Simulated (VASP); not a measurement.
# TaS2 (P-3m1) in VASP: band structure with PBE+D3(BJ)

Aim: the band structure of TaS2 with PBE+D3(BJ).

Everything below comes from runs of VASP 6.6.1. Logs are shortened: lines on timing, memory, paths and dates and some standing lists are left out, and cuts for length are marked.

### Step 1. The structure

The structure is trigonal, space group P-3m1 (No. 164). Conventional cell: a = 3.327 Å, b = 3.327 Å, c = 5.792 Å, α = 90.00°, β = 90.00°, γ = 120.00°. Ta (site symmetry -3m) is surrounded by 6 S at 2.47 Å. S (site symmetry 3m) is surrounded by 3 Ta at 2.47 Å.

### Step 2. Band structure, PBE+D3(BJ)

Input file INCAR:

```
ALGO     = Normal         # electronic algorithm
EDIFF    = 1E-6           # SCF threshold, eV
ENCUT    = 520            # plane-wave cutoff, eV
GGA      = PE             # functional
ICORELEVEL= 1            
ISIF     = 2              # what is computed and relaxed
ISMEAR   = 1              # smearing method
IVDW     = 12             # dispersion correction
LASPH    = T              # aspherical terms in the spheres
LCHARG   = F              # write CHGCAR
LMAXMIX  = 4              # l up to which the mixer works
LREAL    = F              # projectors in reciprocal space
LWAVE    = F              # write WAVECAR
NBANDS   = 18             # bands
NELM     = 80             # most SCF steps
PREC     = Accurate       # precision mode
SIGMA    = 0.1            # smearing width, eV
```

Input file KPOINTS:

```
k-points
0
Gamma
  15 15 6
```

Input file POSCAR:

```
TaS2                                    
1.0
    3.3266509319      0.0000000000      0.0000000000
   -1.6633254660      2.8809642140      0.0000000000
    0.0000000000      0.0000000000      5.7916432872
  Ta              S             
     1     2
Direct
     0.0000000000000000    0.0000000000000000    0.0000000000000000
     0.3333333300000021    0.6666666699999979    0.2670189130029925
     0.6666666699999979    0.3333333300000021    0.7329810869970075
```

Input file KPOINTS_OPT:

```
explicit points
141
Reciprocal
 0.0000000000  0.0000000000  0.0000000000 1
 0.0357142857  0.0000000000  0.0000000000 1
 0.0714285714  0.0000000000  0.0000000000 1
 0.1071428571  0.0000000000  0.0000000000 1
 0.1428571429  0.0000000000  0.0000000000 1
 0.1785714286  0.0000000000  0.0000000000 1
[... 133 lines left out ...]
 0.5000000000  0.0000000000  0.5000000000 1
 0.5000000000  0.0000000000  0.0000000000 1
```

Potentials or basis: VASP PAW PBE potentials, release 64 (Ta_pv, S).

Command:

```console
cat potpaw_PBE.64/Ta_pv/POTCAR potpaw_PBE.64/S/POTCAR > POTCAR
mpirun -np 1 vasp_std > vasp.out
```

OUTCAR:

```text
EDIFF = 1E-6
   ENCUT = 520
   GGA = PE
   ISIF = 2
   ISMEAR = 1
   IVDW = 12
   LASPH = T
   LREAL = F
   NELM = 80
   PREC = Accurate
 IVDW          = 12

 ion  position               nearest neighbor table
   1  0.000  0.000  0.000-   2 2.47   3 2.47   2 2.47   3 2.47   3 2.47   2 2.47
   2  0.333  0.667  0.267-   1 2.47   1 2.47   1 2.47
   3  0.667  0.333  0.733-   1 2.47   1 2.47   1 2.47

  LATTYP: Found a hexagonal cell.
 ALAT       =     3.3266509319
 C/A-ratio  =     1.7409831707

  Lattice vectors:

 A1 = (   3.3266509319,   0.0000000000,   0.0000000000)
 A2 = (  -1.6633254660,   2.8809642140,   0.0000000000)
 A3 = (   0.0000000000,   0.0000000000,   5.7916432872)

Analysis of symmetry for initial positions (statically):
=====================================================================
 Subroutine PRICEL returns:
 Original cell was already a primitive cell.

 Routine SETGRP: Setting up the symmetry group for a
 hexagonal supercell.

 Subroutine GETGRP returns: Found 12 space group operations
 (whereof 12 operations were pure point group operations)
 out of a pool of 24 trial point group operations.

The static configuration has the point symmetry D_3d.

Analysis of symmetry for dynamics (positions and initial velocities):
=====================================================================
 Subroutine PRICEL returns:
 Original cell was already a primitive cell.

 Routine SETGRP: Setting up the symmetry group for a
 hexagonal supercell.

 Subroutine GETGRP returns: Found 12 space group operations
 (whereof 12 operations were pure point group operations)
 out of a pool of 24 trial point group operations.

The dynamic configuration has the point symmetry D_3d.

 Subroutine INISYM returns: Found 12 space group operations
 (whereof 12 operations are pure point group operations),
 and found     1 'primitive' translations

----------------------------------------------------------------------------------------

                                     Primitive cell

  volume of cell :      55.5069

  direct lattice vectors                    reciprocal lattice vectors
     3.326650932  0.000000000  0.000000000     0.300602624  0.173553006  0.000000000
    -1.663325466  2.880964214  0.000000000     0.000000000  0.347106012  0.000000000
     0.000000000  0.000000000  5.791643287     0.000000000  0.000000000  0.172662567

  length of vectors
     3.326650932  3.326650930  5.791643287     0.347106012  0.347106012  0.172662567

  position of ions in fractional coordinates (direct lattice)
     0.000000000  0.000000000  0.000000000
     0.333333330  0.666666670  0.267018913
     0.666666670  0.333333330  0.732981087

  ion indices of the primitive-cell ions
   primitive index   ion index
                 1           1
                 2           2
                 3           3

----------------------------------------------------------------------------------------

 KPOINTS: k-points

Automatic generation of k-mesh.
 Grid dimensions read from file:
 generate k-points for:   15   15    6

 Generating k-lattice:

  Cartesian coordinates                     Fractional coordinates (reciprocal lattice)
     0.020040175  0.011570200  0.000000000     0.066666667  0.000000000  0.000000000
     0.000000000  0.023140401  0.000000000     0.000000000  0.066666667  0.000000000
     0.000000000  0.000000000  0.028777095     0.000000000  0.000000000  0.166666667

  Length of vectors
     0.023140401  0.023140401  0.028777095

  Shift w.r.t. Gamma in fractional coordinates (k-lattice)
     0.000000000  0.000000000  0.000000000

 Subroutine IBZKPT returns following result:
 ===========================================

 Found    146 irreducible k-points:

 Following reciprocal coordinates:
            Coordinates               Weight
  0.000000  0.000000  0.000000      1.000000
  0.066667  0.000000  0.000000      6.000000
  0.133333  0.000000  0.000000      6.000000
  0.200000  0.000000  0.000000      6.000000
  0.266667  0.000000  0.000000      6.000000
  0.333333  0.000000  0.000000      6.000000
[... 16 lines left out ...]
  0.333333  0.200000  0.000000     12.000000
  0.400000  0.200000  0.000000      6.000000
 [... further k-points ...]
   k-points           NKPTS =    146   k-points in BZ     NKDIM =    146   number of bands    NBANDS=     18
   number of dos      NEDOS =    301   number of ions     NIONS =      3
   total plane-waves  NPLWV =  37632
   dimension x,y,z NGX =    28 NGY =   28 NGZ =   48
   dimension x,y,z NGXF=    56 NGYF=   56 NGZF=   96
   ions per type =               1   2
   NGX,Y,Z   is equivalent  to a cutoff of  13.99, 13.99, 13.78 a.u.
   NGXF,Y,Z  is equivalent  to a cutoff of  27.99, 27.99, 27.56 a.u.
 SYSTEM =  unknown system
   PREC   = accura    normal or accurate (medium, high low for compatibility)
   ISTART =      0    job   : 0-new  1-cont  2-samecut
   ICHARG =      2    charge: 1-file 2-atom 10-const
   ISPIN  =      1    spin polarized calculation?
   LNONCOLLINEAR =      F non collinear calculations
   LSORBIT =      F    spin-orbit coupling
   LASPH  =      T    aspherical Exc in radial PAW
   ENCUT  =  520.0 eV  38.22 Ry    6.18 a.u.   6.19  6.19 10.77*2*pi/ulx,y,z
   NELM   =     80;   NELMIN=  2; NELMDL= -5     # of ELM steps
   EDIFF  = 0.1E-05   stopping-criterion for ELM
   LREAL  =      F    real-space projection
   EDIFFG = 0.1E-04   stopping-criterion for IOM
   NSW    =      0    number of steps for IOM
   IBRION =     -1    ionic relax: 0-MD 1-quasi-New 2-CG
   NFREE  =      0    steps in history (QN), initial steepest desc. (CG)
   ISIF   =      2    stress and relaxation
   ISYM   =      2    0-nonsym 1-usesym 2-fastsym
   POTIM  = 0.5000    time-step for ionic-motion
   TEBEG  =    0.0;   TEEND  =   0.0 temperature during run
   PSTRESS=    0.0 pullay stress
   NELECT =      23.0000    total number of electrons
   NUPDOWN=      -1.0000    fix difference up-down
   EMIN   =  10.00;   EMAX   =-10.00  energy-range for DOS
   EFERMI =   0.00;   METHOD = LEGACY
   ISMEAR =     1;   SIGMA  =   0.10  broadening in eV -4-tet -1-fermi 0-gaus
   EFERMI_NEDOS =   21; number of points for ismear=-14 and -15
   IALGO  =     38    algorithm
   IMIX   =      4    mixing-type and parameters
     AMIX     =   0.40;   BMIX     =  1.00
     AMIX_MAG =   1.60;   BMIX_MAG =  1.00
  volume/ion in A,a.u.               =      18.50       124.86
  Fermi-wavevector in a.u.,A,eV,Ry     =   1.220493  2.306397 20.267267  1.489602
  Thomas-Fermi vector in A             =   2.355708
   LORBIT       =      0    0 simple, 1 ext, 2 COOP (PROOUT), +10 PAW based schemes
   GGA     = PE    functional components
   LHFCALC =     F    Hartree Fock is set to
   AEXX    =    0.0000 exact exchange contribution
   IVDW    =    12    specifies the selected vdW correction
   LEPSILON=     F    determine dielectric tensor
   LRPA    =     F    only Hartree local field effects (RPA)
 non-spin polarized calculation
 Methfessel and Paxton  Order N= 1 SIGMA  =   0.10
  energy-cutoff  :      520.00
  volume of cell :       55.51
 maximum number of plane-waves:      1518
 NGX is ok and might be reduce to    28
   NGX = 13   NGY = 13   NGZ = 21

 number of electron      22.9999999 magnetization

 Free energy of the ion-electron system (eV)
  ---------------------------------------------------
  ext. energy  EPLUGINS =         0.00000000
  ---------------------------------------------------
  free energy    TOTEN  =       -23.07656505 eV

  energy without entropy =      -23.07608996  energy(sigma->0) =      -23.07640669

 the core state eigenenergies are
   1-  1s -67333.0493  2s -11558.8112  2p -10125.9886  3s  -2640.3345  3p  -2214.3767
       3d  -1718.1122  4s   -530.3789  4p   -390.6948  4d   -212.0844  4f    -14.7129
       5s    -62.8772
   2-  1s  -2393.8619  2s   -199.9637  2p   -144.7339
   3-  1s  -2393.8619  2s   -199.9637  2p   -144.7339

 E-fermi :   5.9563     XC(G=0): -10.7551

 val. band max:        5.9456320038   @ k =   0.0000   0.1333   0.1667
 cond. band min:       5.9617791440   @ k =  -0.1333   0.3333   0.3333
 fundamental gap:      0.0161471402
 Fermi energy:         5.9563164209

 k-point     1 :       0.0000    0.0000    0.0000
  band No.  band energies     occupation
      1     -29.3031      2.00000
      2     -29.2773      2.00000
      3     -29.2773      2.00000
      4      -9.1158      2.00000
      5      -7.0635      2.00000
      6      -1.2043      2.00000
[... 10 lines left out ...]
     17      11.2541      0.00000
     18      11.4480      0.00000

 k-point     2 :       0.0667    0.0000    0.0000
  band No.  band energies     occupation
      1     -29.3005      2.00000
      2     -29.2910      2.00000
      3     -29.2805      2.00000
      4      -9.0473      2.00000
      5      -7.0611      2.00000
      6      -1.1166      2.00000
[... 10 lines left out ...]
     17      11.6652      0.00000
     18      11.7501      0.00000

 k-point     3 :       0.1333    0.0000    0.0000
  band No.  band energies     occupation
      1     -29.3293      2.00000
      2     -29.2932      2.00000
      3     -29.2893      2.00000
      4      -8.8480      2.00000
      5      -7.0542      2.00000
      6      -0.8611      2.00000
[... 10 lines left out ...]
     17      12.4193      0.00000
     18      12.5691      0.00000

 k-point     4 :       0.2000    0.0000    0.0000
  band No.  band energies     occupation
      1     -29.3852      2.00000
      2     -29.3022      2.00000
      3     -29.2824      2.00000
      4      -8.5375      2.00000
      5      -7.0434      2.00000
      6      -0.4662      2.00000
[... 10 lines left out ...]
     17      13.1022      0.00000
     18      13.2043      0.00000

 k-point     5 :       0.2667    0.0000    0.0000
  band No.  band energies     occupation
      1     -29.4486      2.00000
      2     -29.3170      2.00000
      3     -29.2700      2.00000
      4      -8.1517      2.00000
      5      -7.0266      2.00000
      6      -0.0054      2.00000
[... 10 lines left out ...]
     17      12.9132      0.00000
     18      13.2890      0.00000

 k-point     6 :       0.3333    0.0000    0.0000
  band No.  band energies     occupation
      1     -29.5085      2.00000
      2     -29.3311      2.00000
      3     -29.2581      2.00000
      4      -7.7525      2.00000
      5      -6.9926      2.00000
      6       0.1397      2.00000
[... 97 lines left out ...]
 k-point    11 :       0.2000    0.0667    0.0000
  band No.  band energies     occupation
      1     -29.4204      2.00000
      2     -29.3145      2.00000
      3     -29.2748      2.00000
      4      -8.3078      2.00000
      5      -7.0347      2.00000
      6      -0.1732      2.00000
[... 10 lines left out ...]
     17      13.2613      0.00000
     18      13.6006      0.00000

 k-point    12 :       0.2667    0.0667    0.0000
  band No.  band energies     occupation
      1     -29.4804      2.00000
      2     -29.3306      2.00000
      3     -29.2627      2.00000
      4      -7.9091      2.00000
      5      -7.0123      2.00000
      6       0.2501      2.00000
[... 10 lines left out ...]
     17      12.7104      0.00000
     18      13.3622      0.00000

 k-point    13 :       0.3333    0.0667    0.0000
  band No.  band energies     occupation
      1     -29.5320      2.00000
      2     -29.3445      2.00000
      3     -29.2521      2.00000
      4      -7.5431      2.00000
      5      -6.9612      2.00000
      6      -0.1018      2.00000
[... 10 lines left out ...]
     17      12.4134      0.00000
     18      12.9337      0.00000

 k-point    14 :       0.4000    0.0667    0.0000
  band No.  band energies     occupation
      1     -29.5667      2.00000
      2     -29.3540      2.00000
      3     -29.2449      2.00000
      4      -7.3253      2.00000
      5      -6.8559      2.00000
      6      -0.6580      2.00000
      7       1.0361      2.00000
      8       1.6213      2.00000
      9       2.0922      2.00000
     10       2.6398      2.00000
     11       3.3262      2.00000

------------------------ aborting loop because EDIFF is reached ----------------------------------------

 Edisp (eV)   -1.27789

 E8    (eV) :    -0.5471

  FORCE on cell =-STRESS in cart. coord.  units (eV):
  Direction    XX          YY          ZZ          XY          YZ          ZX
  --------------------------------------------------------------------------------------
  -------------------------------------------------------------------------------------
  Total      -0.01062    -0.01062    -0.01656     0.00000     0.00000    -0.00000
  in kB      -0.30642    -0.30642    -0.47796     0.00000     0.00000    -0.00000
  external pressure =       -0.36 kB  Pullay stress =        0.00 kB

 VOLUME and BASIS-vectors are now :
 -----------------------------------------------------------------------------
  energy-cutoff  :      520.00
  volume of cell :       55.51
      direct lattice vectors                 reciprocal lattice vectors
     3.326650932  0.000000000  0.000000000     0.300602624  0.173553006  0.000000000
    -1.663325466  2.880964214  0.000000000     0.000000000  0.347106012  0.000000000
     0.000000000  0.000000000  5.791643287     0.000000000  0.000000000  0.172662567

 POSITION                                       TOTAL-FORCE (eV/Angst)
 -----------------------------------------------------------------------------------
      0.00000      0.00000      0.00000        -0.000000      0.000000      0.000000
     -0.00000      1.92064      1.54648         0.000000      0.000000     -0.002605
      1.66333      0.96032      4.24516        -0.000000     -0.000000      0.002605
 -----------------------------------------------------------------------------------
    total drift:                                0.000000      0.000000     -0.000000

  FREE ENERGIE OF THE ION-ELECTRON SYSTEM (eV)
  ---------------------------------------------------
  free  energy   TOTEN  =       -24.3544515021 eV

  energy  without entropy=      -24.3539764137  energy(sigma->0) =      -24.35429314
```

It took 2.1 min on 1 thread of Intel Xeon Platinum 8488C (Sapphire Rapids), shared host; peak memory 0.34 GiB.

What came out:

```
Free energy                : -24.3545 eV
Pressure                   : 0.0 GPa
Band gap along the path    : none (metal or under the smearing width)
Dispersion energy per atom : -0.426 eV
```

Forces on the atoms (eV/Å):
```
Ta   0.000  0.000  0.000
S    0.000  0.000 -0.003
S    0.000  0.000  0.003
```

Levels at the corners of the path, in eV from the Fermi level:
```
point  band 9  band 10  band 11  band 12  band 13  band 14
    Γ   -1.12    -0.59    -0.59    -0.06     0.21     0.21
    M   -3.76    -3.60    -2.17    -0.95     2.67     3.26
    M   -3.76    -3.60    -2.17    -0.95     2.67     3.26
    K   -3.80    -3.80    -3.13     1.54     2.10     2.10
    K   -3.80    -3.80    -3.13     1.54     2.10     2.10
    Γ   -1.12    -0.59    -0.59    -0.06     0.21     0.21
    Γ   -1.12    -0.59    -0.59    -0.06     0.21     0.21
    A   -3.74    -0.82    -0.82     0.16     0.16     1.06
    A   -3.74    -0.82    -0.82     0.16     0.16     1.06
    L   -3.97    -2.10    -1.71    -1.45     2.66     3.26
    L   -3.97    -2.10    -1.71    -1.45     2.66     3.26
    H   -3.98    -3.54    -3.54     1.23     1.23     1.60
    H   -3.98    -3.54    -3.54     1.23     1.23     1.60
    A   -3.74    -0.82    -0.82     0.16     0.16     1.06
    L   -3.97    -2.10    -1.71    -1.45     2.66     3.26
    M   -3.76    -3.60    -2.17    -0.95     2.67     3.26
    K   -3.80    -3.80    -3.13     1.54     2.10     2.10
    H   -3.98    -3.54    -3.54     1.23     1.23     1.60
```

Core levels (eV, on the scale of the bands):
| atom | levels |
| --- | --- |
| 1 Ta | 1s -67333.0, 2s -11558.8, 2p -10126.0, 3s -2640.3, 3p -2214.4, 3d -1718.1, 4s -530.4, 4p -390.7, 4d -212.1, 4f -14.7, 5s -62.9 |
| 2 S | 1s -2393.9, 2s -200.0, 2p -144.7 |
| 3 S | 1s -2393.9, 2s -200.0, 2p -144.7 |

Caveat: spin-orbit coupling is left out, which moves the levels of the heavy elements; pairwise dispersion overbinds metals, which lowers pressure and volume.
